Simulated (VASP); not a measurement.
# GaN (P6_3mc) in VASP: further runs, part 2 of 3

VASP 6.6.1. The steps go on from the part before.

### Step 3. Band structure, HSE03

POSCAR reads:

```
GaN
1.0
    3.1800000000      0.0000000000      0.0000000000
   -1.5900000000      2.7539607840      0.0000000000
    0.0000000000      0.0000000000      5.1660000000
Ga N
2 2
Direct
    0.6666666667      0.3333333333      0.5000000000
    0.3333333333      0.6666666667      0.0000000000
    0.6666666667      0.3333333333      0.8750000000
    0.3333333333      0.6666666667      0.3750000000
```

INCAR.step1 reads:

```
SYSTEM = GaN
PREC     = Accurate       ! precision mode
ENCUT    = 520            ! plane-wave cutoff, eV
EDIFF    = 1E-5           ! SCF threshold, eV
ISMEAR   = 0              ! smearing method
SIGMA    = 0.02           ! smearing width, eV
LREAL    = .False.        ! projectors in reciprocal space
LASPH    = .True.         ! aspherical terms in the spheres
NELM     = 80             ! most SCF steps
ALGO     = Normal         ! electronic algorithm
ISIF     = 2              ! what is computed and relaxed
LWAVE    = .True.         ! write WAVECAR
LCHARG   = .False.        ! write CHGCAR
GGA      = PE             ! functional
KPAR     = 4
```

INCAR.step2 reads:

```
SYSTEM = GaN
PREC     = Accurate       ! precision mode
ENCUT    = 520            ! plane-wave cutoff, eV
EDIFF    = 1E-7           ! SCF threshold, eV
ISMEAR   = 0              ! smearing method
SIGMA    = 0.02           ! smearing width, eV
LREAL    = .False.        ! projectors in reciprocal space
LASPH    = .True.         ! aspherical terms in the spheres
NELM     = 80             ! most SCF steps
ALGO     = Normal         ! electronic algorithm
ISIF     = 2              ! what is computed and relaxed
LWAVE    = .False.        ! write WAVECAR
LCHARG   = .False.        ! write CHGCAR
GGA      = PE             ! functional
LHFCALC  = .True.         ! exact exchange
HFSCREEN = 0.3            ! screening, 1/A
PRECFOCK = Fast         
ISTART   = 1            
KPAR     = 4
```

KPOINTS reads:

```
Automatic mesh
0
Gamma
  6 6 4
  0 0 0
```

KPOINTS_OPT reads:

```
path GMKGALHA,LM,KH
10
line-mode
reciprocal
 0.0000000000  0.0000000000  0.0000000000  G
 0.5000000000  0.0000000000  0.0000000000  M

 0.5000000000  0.0000000000  0.0000000000  M
 0.3333333333  0.3333333333  0.0000000000  K

 0.3333333333  0.3333333333  0.0000000000  K
 0.0000000000  0.0000000000  0.0000000000  G

 0.0000000000  0.0000000000  0.0000000000  G
 0.0000000000  0.0000000000  0.5000000000  A

 0.0000000000  0.0000000000  0.5000000000  A
 0.5000000000  0.0000000000  0.5000000000  L

 0.5000000000  0.0000000000  0.5000000000  L
 0.3333333333  0.3333333333  0.5000000000  H

 0.3333333333  0.3333333333  0.5000000000  H
 0.0000000000  0.0000000000  0.5000000000  A

 0.5000000000  0.0000000000  0.5000000000  L
 0.5000000000  0.0000000000  0.0000000000  M

 0.3333333333  0.3333333333  0.0000000000  K
 0.3333333333  0.3333333333  0.5000000000  H
```

Potentials or basis: VASP PAW PBE potentials, release 64 (Ga_d, N).

Started as:

```console
$ cat potpaw_PBE.64/Ga_d/POTCAR potpaw_PBE.64/N/POTCAR > POTCAR
$ cp INCAR.step1 INCAR
$ mpirun -np 4 vasp_std > vasp.out
$ cp INCAR.step2 INCAR
$ mpirun -np 4 vasp_std > vasp.out
```

OUTCAR:

```text
SYSTEM = GaN
   PREC = Accurate
   ENCUT = 520
   EDIFF = 1E-7
   ISMEAR = 0
   LREAL = .False.
   LASPH = .True.
   NELM = 80
   ISIF = 2
   GGA = PE
   LHFCALC = .True.
   HFSCREEN = 0.3
   PRECFOCK = Fast
   ISTART = 1

 ion  position               nearest neighbor table
   1  0.667  0.333  0.500-   3 1.94   4 1.95   4 1.95   4 1.95
   2  0.333  0.667  0.000-   4 1.94   3 1.95   3 1.95   3 1.95
   3  0.667  0.333  0.875-   1 1.94   2 1.95   2 1.95   2 1.95
   4  0.333  0.667  0.375-   2 1.94   1 1.95   1 1.95   1 1.95

  LATTYP: Found a hexagonal cell.
 ALAT       =     3.1800000000
 C/A-ratio  =     1.6245283019

  Lattice vectors:

 A1 = (   3.1800000000,   0.0000000000,   0.0000000000)
 A2 = (  -1.5900000000,   2.7539607840,   0.0000000000)
 A3 = (   0.0000000000,   0.0000000000,   5.1660000000)

Analysis of symmetry for initial positions (statically):
=====================================================================
 Subroutine PRICEL returns:
[... 179 lines left out ...]
  free energy    TOTEN  =       -28.79202255 eV

  energy without entropy =      -28.79202255  energy(sigma->0) =      -28.79202255

 E-fermi :   4.8855     XC(G=0):  -9.7504

 val. band max:        4.7373960964   @ k =   0.0000   0.0000   0.0000
 cond. band min:       7.7735580432   @ k =   0.0000   0.0000   0.0000
 fundamental gap:      3.0361619468
 Fermi energy:         4.8854652813

 k-point     1 :       0.0000    0.0000    0.0000
  band No.  band energies     occupation
      1     -12.7716      2.00000
      2     -12.1139      2.00000
      3     -10.7856      2.00000
      4     -10.7643      2.00000
      5     -10.7643      2.00000
      6     -10.7013      2.00000
[... 514 lines left out ...]
     21      13.2135      0.00000
     22      13.2135      0.00000

------------------------ aborting loop because EDIFF is reached ----------------------------------------

  FORCE on cell =-STRESS in cart. coord.  units (eV):
  Direction    XX          YY          ZZ          XY          YZ          ZX
  --------------------------------------------------------------------------------------
  -------------------------------------------------------------------------------------
  Total        0.2324961      0.2324961      0.7090563      0.0000000      0.0000000      0.0000000
  in kB        8.2335487      8.2335487     25.1103081      0.0000000      0.0000000      0.0000000
  external PRESSURE =      13.8591351 kB  Pullay stress =       0.0000000 kB

 VOLUME and BASIS-vectors are now :
 -----------------------------------------------------------------------------
  energy-cutoff  :      520.00
  volume of cell :       45.24
      direct lattice vectors                 reciprocal lattice vectors
     3.180000000  0.000000000  0.000000000     0.314465409  0.181556688  0.000000000
    -1.590000000  2.753960784  0.000000000     0.000000000  0.363113377  0.000000000
     0.000000000  0.000000000  5.166000000     0.000000000  0.000000000  0.193573364

 POSITION                                       TOTAL-FORCE (eV/Angst)
 -----------------------------------------------------------------------------------
      1.59000      0.91799      2.58300         0.000000      0.000000     -0.153421
     -0.00000      1.83597      0.00000        -0.000000     -0.000000     -0.153421
      1.59000      0.91799      4.52025         0.000000      0.000000      0.153421
     -0.00000      1.83597      1.93725        -0.000000      0.000000      0.153421
 -----------------------------------------------------------------------------------
    total drift:                               -0.000002     -0.000001     -0.000177

  FREE ENERGIE OF THE ION-ELECTRON SYSTEM (eV)
  ---------------------------------------------------
  free  energy   TOTEN  =       -28.7920225532 eV

  energy  without entropy=      -28.7920225532  energy(sigma->0) =      -28.79202255
```

OUTCAR.step1:

```text
SYSTEM = GaN
   PREC = Accurate
   ENCUT = 520
   EDIFF = 1E-5
   ISMEAR = 0
   LREAL = .False.
   LASPH = .True.
   NELM = 80
[... 751 lines left out ...]
     -0.00000      1.83597      0.00000        -0.000000      0.000000     -0.134680
      1.59000      0.91799      4.52025         0.000000     -0.000000      0.134680
     -0.00000      1.83597      1.93725        -0.000000      0.000000      0.134680
 -----------------------------------------------------------------------------------
    total drift:                               -0.000001     -0.000001     -0.000020

  FREE ENERGIE OF THE ION-ELECTRON SYSTEM (eV)
  ---------------------------------------------------
  free  energy   TOTEN  =       -24.2807279078 eV

  energy  without entropy=      -24.2807279078  energy(sigma->0) =      -24.28072791
```

Wall time 50 min (4 MPI ranks of AMD EPYC 9R45 (Zen 5), shared host); peak memory 0.32 GiB.

Results:

| Item | Value |
| --- | --- |
| Free energy | -28.7920 eV |
| Pressure | 1.4 GPa |
| Largest force | 0.153 eV/Å |
| Band gap on the k mesh | 3.04 eV, direct |
| Band gap along the path | 3.04 eV, direct |

Forces on the atoms (eV/Å):
```
Ga   0.000  0.000 -0.153
Ga   0.000  0.000 -0.153
N    0.000  0.000  0.153
N    0.000  0.000  0.153
```

Stress tensor (GPa, compression positive):
```
0.82 0.00 0.00
0.00 0.82 0.00
0.00 0.00 2.51
```

Levels at the corners of the path, in eV from the valence-band top:
```csv
point,band 16,band 17,band 18,band 19,band 20,band 21
Γ,-0.06,0.00,0.00,3.04,5.50,10.75
M,-2.97,-2.39,-1.06,6.13,6.78,7.22
M,-2.97,-2.39,-1.06,6.13,6.78,7.22
K,-3.24,-3.24,-2.91,6.07,9.42,9.42
K,-3.24,-3.24,-2.91,6.07,9.42,9.42
Γ,-0.06,0.00,0.00,3.04,5.50,10.77
Γ,-0.06,0.00,0.00,3.04,5.50,10.76
A,-0.59,-0.59,-0.59,5.48,5.48,9.89
A,-0.59,-0.59,-0.59,5.48,5.48,9.89
L,-2.09,-2.05,-2.05,5.47,5.47,9.16
L,-2.09,-2.05,-2.05,5.47,5.47,9.16
H,-4.50,-1.60,-1.60,7.72,7.72,8.48
H,-4.50,-1.60,-1.60,7.72,7.72,8.48
A,-0.59,-0.59,-0.59,5.48,5.48,9.89
L,-2.09,-2.05,-2.05,5.47,5.47,9.16
M,-2.97,-2.39,-1.06,6.13,6.78,7.22
K,-3.24,-3.24,-2.91,6.07,9.42,9.42
H,-4.50,-1.60,-1.60,7.72,7.72,8.48
```

Caveat: the PAW data sets were made with another functional, which shifts forces and pressure a little.

(Continued in part 3 of 3.)
